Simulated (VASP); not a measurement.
## AgCl (Chlorargyrite): single point with r2SCAN

**What was measured.**

A printed reference work, data compilation reports, for a bulk crystal of AgCl: band gap 3.249 eV (indirect).

The system is AgCl (Chlorargyrite).

```
Ag Cl
1.0
     0.00000    2.77317    2.77317
     2.77317    0.00000    2.77317
     2.77317    2.77317    0.00000
Ag Cl
1 1
Direct
  0.00000 0.00000 0.00000
  0.50000 0.50000 0.50000
```

```
Program                : VASP 6.6.1
Task                   : single point
Functional             : r2SCAN
Potentials or basis    : VASP PAW PBE potentials, release 64 (Ag, Cl)
Cutoff                 : 520 eV
k mesh                 : 6 × 6 × 6
Occupations            : gaussian, width 0.01 eV
Spin                   : no spin polarisation
Dipole correction      : no
Further INCAR settings : ALGO = Normal; EDIFF = 1e-06; NBANDS = 16
```

```yaml
Pressure: -0.1 GPa
Band_gap_on_the_k_mesh: 1.42 eV, indirect (least direct gap 3.80 eV)
```

Levels at points of the mesh, in eV from the valence-band top:
```
           k point  band 7  band 8  band 9  band 10  band 11  band 12
(0.00, 0.00, 0.00)   -2.43   -2.38   -2.38     1.42    11.34    11.34
(0.50, 0.00, 0.00)   -1.75    0.00    0.00     4.71     7.16     8.27
(0.50, 0.50, 0.00)   -1.95   -1.95   -1.84     2.93     8.35     9.24
```

Wall time 25 s on 1 thread of Intel(R) Xeon(R) 6975P-C (Granite Rapids), with other jobs on the host, peak memory 0.17 GiB.

A measured gap of AgCl is 3.249 eV (indirect; a printed reference work, data compilation); the calculated 1.42 eV misses it by -1.83 eV. So large a miss can be the level of theory's own, or it may mean another phase, state or a wrong row. Spin-orbit coupling on Ag is left out. The value is that of r2SCAN on a finite k mesh, which can miss the band edges, without temperature or zero-point motion.

Caveat: the PAW data sets were made with another functional, which shifts forces and pressure a little.
